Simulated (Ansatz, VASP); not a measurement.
## Ge: VASP beside Ansatz

```
Ge
1.0
     1.37186   -2.55344    0.00000
     1.37186    2.55344    0.00000
     0.00000    0.00000    2.64938
Ge
1
Direct
  0.50000 0.50000 0.00000
```

This isn't the form of Ge at room conditions, which is diamond.

Alike in both runs: task single point; functional r2SCAN; dispersion D3(BJ); k mesh 9 × 9 × 9; no spin polarisation.

```csv
,VASP,Ansatz
version,VASP 6.6.1,Ansatz 0.2.0
potentials or method,"VASP PAW PBE potentials, release 64 (Ge_d)","plane waves, PAW"
plane-wave cutoff (eV),520,630
occupations,"methfessel-paxton of order 1, width 0.3 eV","cold, width 0.3 eV"
valence electrons in the cell,14,14
```

VASP gave:

* gap on the k mesh at the Fermi level (eV): none
* dispersion energy (meV/atom): -168.7

Problem. Estimate Ansatz's values.

Solution. gap on the k mesh at the Fermi level (eV): none; dispersion energy (meV/atom): -168.8.

A gap of «none» marks a metal or a gap that the smearing closes. Ansatz warned: «dispersion_damping_borrowed».
